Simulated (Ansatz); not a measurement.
## Magnetic orders of Fe₃Co

Method: DFT r2SCAN, scalar-relativistic, plane waves, PAW in Ansatz 0.2.0.

```yaml
crystal:
  lattice:
    - [4.02358, 0.00000, 0.00000]
    - [0.00000, 4.02358, 0.00000]
    - [0.00000, 0.00000, 2.82771]
  atoms:
    - { symbol: Fe, position: [0.50000, 0.50000, 0.00000] }
    - { symbol: Fe, position: [0.50000, 0.00000, 0.50000] }
    - { symbol: Fe, position: [0.00000, 0.50000, 0.50000] }
    - { symbol: Co, position: [0.00000, 0.00000, 0.00000] }
```

| Quantity | Value |
| --- | --- |
| plane-wave cutoff | 500 eV |
| Γ-centred k-mesh | 10×10×14 |
| occupation rule | Gaussian smearing, 0.1 eV |
| list of starting moments (μB, in atom order) | 4 4 4 3 |
| check for lower electronic states after the SCF | off |

All runs keep this geometry, which isn't relaxed for the lowest state (largest force there 0.000 eV/Å, pressure 0.4 GPa) and needn't be a stable compound; relaxing each order would shift the differences by some 170 meV/atom, going by the pressures and a bulk modulus of about 150 GPa. r2SCAN tends to overstate moments in metals. Site moments are spin moments in atom-centred spheres that scale with the neighbour distance. The states are those that the runs reached from these starts; a lower one can exist. No antiferromagnetic start is among these.

Problem. Order the starts by the energy of the state that they reach, lowest first.
A. no spin
B. ferromagnetic

Solution. B (0.00 meV/atom), A (1246 meV/atom).

| start | ends | energy above lowest (meV/atom) | site moments (μB) | gap on mesh (eV) | P (GPa) |
| --- | --- | --- | --- | --- | --- |
| no spin | non-magnetic | 1246 | none over 0.05 | metal | -26.6 |
| ferromagnetic | ferromagnetic | 0.00 | Fe +2.69, Fe +2.87 (×2), Co +1.92 | metal | 0.4 |

Cost: 2 runs of about 1.4 core-minutes in all, on AMD EPYC 9R45 (Zen 5) (shared hosts).